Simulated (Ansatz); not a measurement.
## Moving the share of exact exchange in KI

```
I K
1.0
     0.00000    3.53277    3.53277
     3.53277    0.00000    3.53277
     3.53277    3.53277    0.00000
I K
1 1
Cartesian
  3.5328 3.5328 3.5328
  0.0000 0.0000 0.0000
```

Kept alike: task single point; k mesh 4 × 4 × 4; occupations fermi-dirac, width 0.05 eV; no spin polarisation. Program: Ansatz, Ansatz PAW, cutoff 420 eV. The mesh is that of the run's cell of 2 atoms. No spin-orbit coupling.

```csv
"share of exact exchange, α",band gap (eV)
0,3.967
0.1,4.361
0.15,4.561
0.25,4.966
0.35,5.376
0.5,5.999
```

Spin-orbit coupling, left out here, moves the band edges of heavy atoms and can close or invert small gaps. The exact exchange is short-ranged, of HSE form. A gap read on the mesh alone can miss an edge between its points. All rows use potentials made for PBE. The mesh is thin for exact exchange.

Q: What does the share of exact exchange change here?

A: The band gap rises from 3.967 to 5.999 eV between 0 and 0.5. Exact exchange pulls filled levels down against empty ones, so the gap grows nearly in line with its share. The mean slope is +4.07 eV per unit of share. Measured: 6.32 eV (a printed reference work); nearest 0.5, 0.321 eV off. Semilocal gaps fall short of quasiparticle gaps.
